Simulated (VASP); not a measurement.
# Cs (Im-3m) in VASP: further runs

One crystal, Cs, is run at these levels: PBE; tasks: single point.

Program: VASP 6.6.1. These are calculated values, not measurements. Logs are shortened: lines on timing, memory, paths and dates and some standing lists are left out, and cuts for length are marked.

### 1 The structure

Symmetry: Im-3m, No. 229, cubic system. Conventional cell: a = 6.257 Å, b = 6.257 Å, c = 6.257 Å, α = 90.00°, β = 90.00°, γ = 90.00°.

### 2 Single point, PBE

Contents of INCAR:

```
ADDGRID  = False        
ALGO     = Normal         # electronic algorithm
EDIFF    = 1E-6           # SCF threshold, eV
ENCUT    = 250            # plane-wave cutoff, eV
GGA      = PE             # functional
ISIF     = 2              # what is computed and relaxed
ISMEAR   = 0              # smearing method
LASPH    = True           # aspherical terms in the spheres
LCHARG   = False          # write CHGCAR
LREAL    = False          # projectors in reciprocal space
LWAVE    = False          # write WAVECAR
NBANDS   = 10             # bands
NELM     = 100            # most SCF steps
PREC     = Accurate       # precision mode
SIGMA    = 0.15           # smearing width, eV
```

Contents of KPOINTS:

```
k-points
0
Gamma
  9 9 9
```

Contents of POSCAR:

```
Cs
1.0
   -3.1284650614      3.1284650614      3.1284650614
    3.1284650614     -3.1284650614      3.1284650614
    3.1284650614      3.1284650614     -3.1284650614
Cs
1
Direct
    0.0000000000      0.0000000000      0.0000000000
```

Potentials or basis: VASP PAW PBE potentials, release 64 (Cs_sv).

Launch:

```console
cat potpaw_PBE.64/Cs_sv/POTCAR > POTCAR
mpirun -np 1 vasp_std > vasp.out
```

OUTCAR:

```text
EDIFF = 1E-6
   ENCUT = 250
   GGA = PE
   ISIF = 2
   ISMEAR = 0
   LASPH = True
   LREAL = False
   NELM = 100
   PREC = Accurate

 Found     35 irreducible k-points:

 Following reciprocal coordinates:
            Coordinates               Weight
  0.000000  0.000000  0.000000      1.000000
  0.111111  0.000000  0.000000     12.000000
  0.222222  0.000000  0.000000     12.000000
  0.333333  0.000000  0.000000     12.000000
  0.444444  0.000000  0.000000     12.000000
  0.111111  0.111111  0.000000     24.000000
   k-points           NKPTS =     35   k-points in BZ     NKDIM =     35   number of bands    NBANDS=     10
   number of dos      NEDOS =    301   number of ions     NIONS =      1
   total plane-waves  NPLWV =  21952
   dimension x,y,z NGX =    28 NGY =   28 NGZ =   28
   dimension x,y,z NGXF=    56 NGYF=   56 NGZF=   56
   ions per type =               1
   NGX,Y,Z   is equivalent  to a cutoff of   8.59,  8.59,  8.59 a.u.
   NGXF,Y,Z  is equivalent  to a cutoff of  17.18, 17.18, 17.18 a.u.
 SYSTEM =  unknown system
   PREC   = accura    normal or accurate (medium, high low for compatibility)
   ISTART =      0    job   : 0-new  1-cont  2-samecut
   ICHARG =      2    charge: 1-file 2-atom 10-const
   ISPIN  =      1    spin polarized calculation?
   LNONCOLLINEAR =      F non collinear calculations
   LSORBIT =      F    spin-orbit coupling
   LASPH  =      T    aspherical Exc in radial PAW
   ENCUT  =  250.0 eV  18.37 Ry    4.29 a.u.   6.99  6.99  6.99*2*pi/ulx,y,z
   NELM   =    100;   NELMIN=  2; NELMDL= -5     # of ELM steps
   EDIFF  = 0.1E-05   stopping-criterion for ELM
   LREAL  =      F    real-space projection
   EDIFFG = 0.1E-04   stopping-criterion for IOM
   NSW    =      0    number of steps for IOM
   IBRION =     -1    ionic relax: 0-MD 1-quasi-New 2-CG
   NFREE  =      0    steps in history (QN), initial steepest desc. (CG)
   ISIF   =      2    stress and relaxation
   ISYM   =      2    0-nonsym 1-usesym 2-fastsym
   POTIM  = 0.5000    time-step for ionic-motion
   TEBEG  =    0.0;   TEEND  =   0.0 temperature during run
   PSTRESS=    0.0 pullay stress
   NELECT =       9.0000    total number of electrons
   NUPDOWN=      -1.0000    fix difference up-down
   EMIN   =  10.00;   EMAX   =-10.00  energy-range for DOS
   EFERMI =   0.00;   METHOD = LEGACY
   ISMEAR =     0;   SIGMA  =   0.15  broadening in eV -4-tet -1-fermi 0-gaus
   EFERMI_NEDOS =   21; number of points for ismear=-14 and -15
   IALGO  =     38    algorithm
   IMIX   =      4    mixing-type and parameters
     AMIX     =   0.40;   BMIX     =  1.00
     AMIX_MAG =   1.60;   BMIX_MAG =  1.00
  volume/ion in A,a.u.               =     122.48       826.51
  Fermi-wavevector in a.u.,A,eV,Ry     =   0.685706  1.295796  6.397353  0.470192
  Thomas-Fermi vector in A             =   1.765724
   LORBIT       =      0    0 simple, 1 ext, 2 COOP (PROOUT), +10 PAW based schemes
   GGA     = PE    functional components
   LHFCALC =     F    Hartree Fock is set to
   AEXX    =    0.0000 exact exchange contribution
   IVDW    =     0    specifies the selected vdW correction
   LEPSILON=     F    determine dielectric tensor
   LRPA    =     F    only Hartree local field effects (RPA)
 non-spin polarized calculation
 Gauss-broadening in eV      SIGMA  =   0.15
  energy-cutoff  :      250.00
  volume of cell :      122.48
 maximum number of plane-waves:      1118
   NGX = 13   NGY = 13   NGZ = 13

 number of electron       8.9999986 magnetization

 Free energy of the ion-electron system (eV)
  ---------------------------------------------------
  ext. energy  EPLUGINS =         0.00000000
  ---------------------------------------------------
  free energy    TOTEN  =        -0.85800757 eV

  energy without entropy =       -0.84526086  energy(sigma->0) =       -0.85163421

 E-fermi :   0.3022     XC(G=0):  -5.2524

 val. band max:        0.2860492862   @ k =  -0.3333   0.4444   0.1111
 cond. band min:       0.3653258594   @ k =  -0.4444   0.4444   0.1111
 fundamental gap:      0.0792765732
 Fermi energy:         0.3022132484

 k-point     1 :       0.0000    0.0000    0.0000
  band No.  band energies     occupation
      1     -23.5881      2.00000
      2     -10.3450      2.00000
      3     -10.3450      2.00000
      4     -10.3450      2.00000
      5      -1.3130      2.00000
      6       2.7551      0.00000
      7       2.7551      0.00000
      8       2.7551      0.00000
      9       3.5683      0.00000
     10       3.5683      0.00000

 k-point     2 :       0.1111    0.0000    0.0000
  band No.  band energies     occupation
      1     -23.5878      2.00000
      2     -10.3583      2.00000
      3     -10.3494      2.00000
      4     -10.3450      2.00000
      5      -1.1852      2.00000
      6       2.6193      0.00000
      7       2.6208      0.00000
      8       2.8820      0.00000
      9       3.3921      0.00000
     10       3.5473      0.00000

 k-point     3 :       0.2222    0.0000    0.0000
  band No.  band energies     occupation
      1     -23.5864      2.00000
      2     -10.3914      2.00000
      3     -10.3604      2.00000
      4     -10.3450      2.00000
      5      -0.8223      2.00000
      6       2.1523      0.00000
      7       2.3445      0.00000
      8       3.2561      0.00000
      9       3.3920      0.00000
     10       3.5510      0.00000

 k-point     4 :       0.3333    0.0000    0.0000
  band No.  band energies     occupation
      1     -23.5847      2.00000
      2     -10.4282      2.00000
      3     -10.3729      2.00000
      4     -10.3450      2.00000
      5      -0.2912      2.00000
      6       1.6318      0.00000
      7       2.1013      0.00000
      8       3.4904      0.00000
      9       3.6701      0.00000
     10       3.8556      0.00000

 k-point     5 :       0.4444    0.0000    0.0000
  band No.  band energies     occupation
      1     -23.5836      2.00000
      2     -10.4519      2.00000
      3     -10.3810      2.00000
      4     -10.3450      2.00000
      5       0.2452      1.40883
      6       1.2048      0.00000
      7       1.9669      0.00000
      8       3.4156      0.00000
      9       3.9125      0.00000
     10       4.6235      0.00000

 k-point     6 :       0.1111    0.1111    0.0000
  band No.  band energies     occupation
      1     -23.5868      2.00000
      2     -10.3811      2.00000
      3     -10.3543      2.00000
      4     -10.3482      2.00000
      5      -0.9392      2.00000
      6       2.3284      0.00000
      7       2.3981      0.00000
      8       3.1310      0.00000
      9       3.2502      0.00000
     10       3.6608      0.00000

 [... further k-points ...]
[... 5 lines left out ...]
  --------------------------------------------------------------------------------------
  -------------------------------------------------------------------------------------
  Total       -0.0867900     -0.0867900     -0.0867900     -0.0000000      0.0000000     -0.0000000
  in kB       -1.1353409     -1.1353409     -1.1353409     -0.0000000      0.0000000     -0.0000000
  external PRESSURE =      -1.1353409 kB  Pullay stress =       0.0000000 kB

 VOLUME and BASIS-vectors are now :
 -----------------------------------------------------------------------------
  energy-cutoff  :      250.00
  volume of cell :      122.48
      direct lattice vectors                 reciprocal lattice vectors
    -3.128465061  3.128465061  3.128465061     0.000000000  0.159822785  0.159822785
     3.128465061 -3.128465061  3.128465061     0.159822785  0.000000000  0.159822785
     3.128465061  3.128465061 -3.128465061     0.159822785  0.159822785  0.000000000

 POSITION                                       TOTAL-FORCE (eV/Angst)
 -----------------------------------------------------------------------------------
      0.00000      0.00000      0.00000        -0.000000      0.000000      0.000000
 -----------------------------------------------------------------------------------
    total drift:                                0.000000     -0.000000     -0.000000

  FREE ENERGIE OF THE ION-ELECTRON SYSTEM (eV)
  ---------------------------------------------------
  free  energy   TOTEN  =        -0.8580075732 eV

  energy  without entropy=       -0.8452608555  energy(sigma->0) =       -0.85163421
```

Run time: 7.3 s. Hardware: 1 thread of Intel Xeon Platinum 8375C at 2.90GHz (Ice Lake), shared host; peak memory 0.15 GiB.

The run converged, but some of its settings lie outside the range that counts as converged, so its numbers aren't taken as properties of the crystal.

What came out:

| Property | Result |
| --- | --- |
| Free energy | -0.8580 eV |
| Band gap on the k mesh | none (metal or under the smearing width) |

Caveat: the cutoff is under 1.25 times the usual one of these potentials, so pressure, stress and relaxed cells hold a basis-set (Pulay) error.

### 3 Single point, PBE

Edit INCAR of step 2 so:

```diff
@@ -3,3 +3,3 @@
 EDIFF    = 1E-6           # SCF threshold, eV
-ENCUT    = 250            # plane-wave cutoff, eV
+ENCUT    = 350            # plane-wave cutoff, eV
 GGA      = PE             # functional
```

Contents of KPOINTS:

```
k-points
0
Gamma
  8 8 8
```

POSCAR is that of step 2.

Potentials or basis: VASP PAW PBE potentials, release 64 (Cs_sv).

Launch:

```console
cat potpaw_PBE.64/Cs_sv/POTCAR > POTCAR
mpirun -np 1 vasp_std > vasp.out
```

Run time: 9.9 s. Hardware: 1 thread of Intel Xeon Platinum 8375C at 2.90GHz (Ice Lake), shared host; peak memory 0.18 GiB.

These settings aren't checked as converged: the numbers below hold their error.

What came out:

```
Free energy            : -0.8537 eV
Pressure               : -0.1 GPa
Band gap on the k mesh : none (metal or under the smearing width)
```

### 4 Single point, PBE

Edit INCAR of step 3 so:

```diff
@@ -3,3 +3,3 @@
 EDIFF    = 1E-6           # SCF threshold, eV
-ENCUT    = 350            # plane-wave cutoff, eV
+ENCUT    = 700            # plane-wave cutoff, eV
 GGA      = PE             # functional
```

Contents of KPOINTS:

```
k-points
0
Gamma
  6 6 6
```

POSCAR is that of step 3.

Potentials or basis: VASP PAW PBE potentials, release 64 (Cs_sv).

Launch:

```console
cat potpaw_PBE.64/Cs_sv/POTCAR > POTCAR
mpirun -np 1 vasp_std > vasp.out
```

OUTCAR:

```text
EDIFF = 1E-6
   ENCUT = 700
   GGA = PE
   ISIF = 2
   ISMEAR = 0
   LASPH = True
   LREAL = False
   NELM = 100
   PREC = Accurate

 Found     16 irreducible k-points:

 Following reciprocal coordinates:
            Coordinates               Weight
  0.000000  0.000000  0.000000      1.000000
  0.166667  0.000000  0.000000     12.000000
  0.333333  0.000000  0.000000     12.000000
  0.500000  0.000000  0.000000      6.000000
  0.166667  0.166667  0.000000     24.000000
  0.333333  0.166667  0.000000     48.000000
   k-points           NKPTS =     16   k-points in BZ     NKDIM =     16   number of bands    NBANDS=     10
   number of dos      NEDOS =    301   number of ions     NIONS =      1
   total plane-waves  NPLWV = 110592
   dimension x,y,z NGX =    48 NGY =   48 NGZ =   48
   dimension x,y,z NGXF=    96 NGYF=   96 NGZF=   96
   ions per type =               1
   NGX,Y,Z   is equivalent  to a cutoff of  14.73, 14.73, 14.73 a.u.
   NGXF,Y,Z  is equivalent  to a cutoff of  29.45, 29.45, 29.45 a.u.
 SYSTEM =  unknown system
   PREC   = accura    normal or accurate (medium, high low for compatibility)
   ISTART =      0    job   : 0-new  1-cont  2-samecut
   ICHARG =      2    charge: 1-file 2-atom 10-const
   ISPIN  =      1    spin polarized calculation?
   LNONCOLLINEAR =      F non collinear calculations
   LSORBIT =      F    spin-orbit coupling
   LASPH  =      T    aspherical Exc in radial PAW
   ENCUT  =  700.0 eV  51.45 Ry    7.17 a.u.  11.69 11.69 11.69*2*pi/ulx,y,z
[... 55 lines left out ...]
 Fermi energy:         0.3036221448

 k-point     1 :       0.0000    0.0000    0.0000
  band No.  band energies     occupation
      1     -23.5923      2.00000
      2     -10.3436      2.00000
      3     -10.3436      2.00000
      4     -10.3436      2.00000
      5      -1.3125      2.00000
      6       2.7553      0.00000
      7       2.7553      0.00000
      8       2.7553      0.00000
      9       3.5702      0.00000
     10       3.5702      0.00000
[... 53 lines left out ...]
 k-point     6 :       0.3333    0.1667    0.0000
  band No.  band energies     occupation
      1     -23.5874      2.00000
      2     -10.4399      2.00000
      3     -10.3863      2.00000
      4     -10.3523      2.00000
      5       0.3251      0.83979
      6       1.3109      0.00000
      7       1.8231      0.00000
      8       3.3113      0.00000
      9       3.8125      0.00000
     10       4.2355      0.00000

 [... further k-points ...]
[... 5 lines left out ...]
  --------------------------------------------------------------------------------------
  -------------------------------------------------------------------------------------
  Total       -0.0590674     -0.0590674     -0.0590674      0.0000000      0.0000000      0.0000000
  in kB       -0.7726886     -0.7726886     -0.7726886      0.0000000      0.0000000      0.0000000
  external PRESSURE =      -0.7726886 kB  Pullay stress =       0.0000000 kB

 VOLUME and BASIS-vectors are now :
 -----------------------------------------------------------------------------
  energy-cutoff  :      700.00
  volume of cell :      122.48
      direct lattice vectors                 reciprocal lattice vectors
    -3.128465061  3.128465061  3.128465061     0.000000000  0.159822785  0.159822785
     3.128465061 -3.128465061  3.128465061     0.159822785  0.000000000  0.159822785
     3.128465061  3.128465061 -3.128465061     0.159822785  0.159822785  0.000000000

 POSITION                                       TOTAL-FORCE (eV/Angst)
 -----------------------------------------------------------------------------------
      0.00000      0.00000      0.00000         0.000000      0.000000      0.000000
 -----------------------------------------------------------------------------------
    total drift:                                0.000000      0.000000      0.000000

  FREE ENERGIE OF THE ION-ELECTRON SYSTEM (eV)
  ---------------------------------------------------
  free  energy   TOTEN  =        -0.8499047660 eV

  energy  without entropy=       -0.8274838187  energy(sigma->0) =       -0.83869429
```

OSZICAR:

```text
N       E                     dE             d eps       ncg     rms          rms(c)
DAV:   1     0.577028804266E+02    0.57703E+02   -0.33585E+03   320   0.783E+02
DAV:   2     0.479438529989E+01   -0.52908E+02   -0.52039E+02   446   0.116E+02
DAV:   3    -0.766443629353E+00   -0.55608E+01   -0.55567E+01   364   0.434E+01
DAV:   4    -0.847414049090E+00   -0.80970E-01   -0.80959E-01   424   0.621E+00
DAV:   5    -0.847851490650E+00   -0.43744E-03   -0.43742E-03   438   0.432E-01    0.129E-01
DAV:   6    -0.848643703307E+00   -0.79221E-03   -0.12520E-03   404   0.172E-01    0.901E-02
DAV:   7    -0.849820919577E+00   -0.11772E-02   -0.35868E-03   338   0.304E-01    0.346E-02
DAV:   8    -0.849903521588E+00   -0.82602E-04   -0.12575E-04   384   0.703E-02    0.405E-03
DAV:   9    -0.849905301017E+00   -0.17794E-05   -0.30223E-06   462   0.943E-03    0.270E-03
DAV:  10    -0.849904765969E+00    0.53505E-06   -0.70461E-07   356   0.418E-03
   1 F= -.84990477E+00 E0= -.83869429E+00  d E =-.224209E-01
```

stdout:

```text
POSCAR found type information on POSCAR Cs
 POSCAR found :  1 types and       1 ions
 scaLAPACK will be used
 LDA part: xc-table for (Slater+PW92), standard interpolation
 POSCAR, INCAR and KPOINTS ok, starting setup
 FFT: planning ... GRIDC
 FFT: planning ... GRID_SOFT
 FFT: planning ... GRID
 WAVECAR not read
 entering main loop
```

Run time: 16 s. Hardware: 1 thread of Intel Xeon Platinum 8375C at 2.90GHz (Ice Lake), shared host; peak memory 0.31 GiB.

These settings aren't checked as converged: the numbers below hold their error.

Results:

```
Free energy            : -0.8499 eV
Pressure               : -0.1 GPa
Band gap on the k mesh : none (metal or under the smearing width)
```

### 5 Single point, PBE

Edit INCAR of step 4 so:

```diff
@@ -3,3 +3,3 @@
 EDIFF    = 1E-6           # SCF threshold, eV
-ENCUT    = 700            # plane-wave cutoff, eV
+ENCUT    = 400            # plane-wave cutoff, eV
 GGA      = PE             # functional
```

Contents of KPOINTS:

```
k-points
0
Gamma
  8 8 8
```

POSCAR is that of step 4.

Launch:

```console
cat potpaw_PBE.64/Cs_sv/POTCAR > POTCAR
mpirun -np 1 vasp_std > vasp.out
```

It took 11 s on 1 thread of Intel Xeon Platinum 8375C at 2.90GHz (Ice Lake), shared host; peak memory 0.19 GiB.

The run converged, but some of its settings lie outside the range that counts as converged, so its numbers aren't taken as properties of the crystal.

What came out:

```yaml
Free_energy: -0.8539 eV
Pressure: -0.1 GPa
Band_gap_on_the_k_mesh: none (metal or under the smearing width)
```

### 6 Single point, PBE

Edit INCAR of step 5 so:

```diff
@@ -3,3 +3,3 @@
 EDIFF    = 1E-6           # SCF threshold, eV
-ENCUT    = 400            # plane-wave cutoff, eV
+ENCUT    = 350            # plane-wave cutoff, eV
 GGA      = PE             # functional
```

Contents of KPOINTS:

```
k-points
0
Gamma
  9 9 9
```

POSCAR is that of step 5.

Potentials or basis: VASP PAW PBE potentials, release 64 (Cs_sv).

Launch:

```console
cat potpaw_PBE.64/Cs_sv/POTCAR > POTCAR
mpirun -np 1 vasp_std > vasp.out
```

It took 12 s on 1 thread of Intel Xeon Platinum 8375C at 2.90GHz (Ice Lake), shared host; peak memory 0.19 GiB.

The run converged, but some of its settings lie outside the range that counts as converged, so its numbers aren't taken as properties of the crystal.

Results:

- Free energy: -0.8572 eV
- Pressure: -0.1 GPa
- Band gap on the k mesh: none (metal or under the smearing width)

### 7 For comparison

An earlier run on the cell as given: functional PBE; potentials or basis VASP PAW PBE potentials, release 64 (Cs_sv); cutoff 520 eV; k mesh 6 × 6 × 6; occupations fermi-dirac, width 0.05 eV; no spin polarisation.

- Pressure: -0.1 GPa
- Band gap on the k mesh: none (metal or under the smearing width)
